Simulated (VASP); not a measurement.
# TiAl: convergence, energy along a vibration (SMASS = -2)

TiAl, Pm-3m (no. 221), atoms displaced along the mode, 2 atoms in the cell. PBE, energy along a line of displacements; PAW potentials Ti, Al (PBE set). VASP 6.6.1.

Wanted: harmonic frequency within 1 %.

Space group without the displacement: Pm-3m (no. 221); Mode: optical mode at Gamma along x.

POSCAR of the starting run:
```
TiAl
1.0
    3.1790640000      0.0000000000      0.0000000000
    0.0000000000      3.1790640000      0.0000000000
    0.0000000000      0.0000000000      3.1790640000
Ti Al
1 1
Direct
   -0.0090713955      0.0000000000      0.0000000000
    0.5160932442      0.5000000000      0.5000000000

    0.0072096367   0.0000000000   0.0000000000
   -0.0127903633   0.0000000000   0.0000000000
```

The series start from k mesh: 6 × 6 × 6; Cutoff (eV): 320; Step along the mode (Å): 0.02; Electronic threshold (eV): 1e-7. Each series keeps the choices made before it, and each single choice may use up half of a tolerance.

## k mesh

| k mesh | Harmonic frequency (THz) | Time (s) |
|---|---|---|
| 3 × 3 × 3 | 9.453 | 12 |
| 4 × 4 × 4 | 9.671 | 17 |
| 5 × 5 × 5 | 9.547 | 22 |
| 6 × 6 × 6 | 9.464 | 31 |
| 8 × 8 × 8 | 9.5 | 54 |
| 9 × 9 × 9 | 9.496 | 70 |
| 12 × 12 × 12 (reference) | 9.489 | 155 |

Chosen: 6 × 6 × 6, the loosest value from which every tighter one stays within half of the tolerance.

## Cutoff (eV)

| Cutoff (eV) | Harmonic frequency (THz) | Time (s) |
|---|---|---|
| 170 | 9.475 | 15 |
| 210 | 9.484 | 18 |
| 240 | 9.484 | 18 |
| 280 | 9.477 | 23 |
| 320 | 9.464 | 31 |
| 360 (reference) | 9.462 | 28 |

Chosen: 170.

## Electronic threshold (eV)

| Electronic threshold (eV) | Harmonic frequency (THz) | Time (s) |
|---|---|---|
| 0.001 | 9.464 | 12 |
| 0.0001 | 9.464 | 11 |
| 1e-5 | 9.464 | 13 |
| 1e-6 | 9.464 | 16 |
| 1e-7 | 9.464 | 17 |
| 1e-8 (reference) | 9.464 | 18 |

Chosen: 0.001.

Also changed on the way, by series that aren't shown: Step along the mode (Å): 0.08.

## All choices together

| Input | Harmonic frequency (THz) | Time (s) |
|---|---|---|
| defaults on a coarse mesh (naive) | 9.454 | 3.5 |
| chosen settings | 9.464 | 12 |
| reference settings throughout | 9.486 | 154 |

The tolerance is met.

## The input

INCAR:
```
  GGA = PE
  PREC = Accurate
  ENCUT = 170
  EDIFF = 0.001
  ALGO = Normal
  LREAL = F
  LASPH = T
  ISMEAR = 1
  SIGMA = 0.15
  ISYM = 0
  LWAVE = F
  LCHARG = F
  IBRION = 0
  SMASS = -2
  POTIM = 1
  NSW = 9
  NELMIN = 4
  IWAVPR = 11
  KPAR = 2
```

KPOINTS:
```
Automatic mesh
0
Gamma
  6 6 6
  0 0 0
```

POSCAR:
```
TiAl
1.0
    3.1790640000      0.0000000000      0.0000000000
    0.0000000000      3.1790640000      0.0000000000
    0.0000000000      0.0000000000      3.1790640000
Ti Al
1 1
Direct
   -0.0362855819      0.0000000000      0.0000000000
    0.5643729767      0.5000000000      0.5000000000

    0.0288385468   0.0000000000   0.0000000000
   -0.0511614532   0.0000000000   0.0000000000
```

Commands:
```
cat potpaw_PBE.64/Ti/POTCAR potpaw_PBE.64/Al/POTCAR > POTCAR
mpirun -np 2 vasp_std > vasp.out
```

The naive input happens to agree within the tolerance here, in 3.5 s.

Limits: NELMIN = 4 forces that many electronic steps, so a loose EDIFF looks better here than it is.

The chosen input took VASP 6.6.1 12 s on 2 cores (AMD EPYC 7R43 (Zen 3)), a shared host.

## An input that fails: POTIM multiplies the typed steps tenfold

It runs to its end, but against the unchanged starting input it is off by 511 % in the harmonic frequency.

Changes against the starting input:
```
- POTIM = 1
+ POTIM = 10
```
